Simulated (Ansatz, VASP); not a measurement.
**One calculation of TePb, two programs**

```xyz
2
Lattice="4.0023 0.0000 0.0000 0.0000 4.0023 0.0000 0.0000 0.0000 4.0023" Properties=species:S:1:pos:R:3 pbc="T T T"
Te    2.0011    2.0011    2.0011
Pb    0.0000    0.0000    0.0000
```

Measurements of this composition are mostly on another form, of space group No. 225.

Alike in both runs: task single point; functional PBE; dispersion D3(BJ); k mesh 12 × 12 × 12; occupations gaussian, width 0.15 eV; no spin polarisation.

```csv
,VASP,Ansatz
version,VASP 6.6.1,Ansatz 0.2.0
potentials or method,"VASP PAW PBE potentials, release 64 (Te, Pb_d)","scalar-relativistic, plane waves, PAW"
plane-wave cutoff (eV),520,420
valence electrons in the cell,20,30
```

```csv
,VASP,Ansatz,Ansatz less VASP
gap on the k mesh at the Fermi level (eV),none,none,-
pressure (GPa),-1.8,-1.8,+0.03
```

A gap of «none» marks a metal or a gap that the smearing closes. The functional is the same, so the differences come from potentials, cutoffs and numerics. The two sets of potentials don't hold the same shells in valence. Ansatz warned: «dispersion_switch_in_reach».

Caveats: pairwise dispersion overbinds metals, which lowers pressure and volume. Spin-orbit coupling is left out, which matters for the levels of Pb, Te.
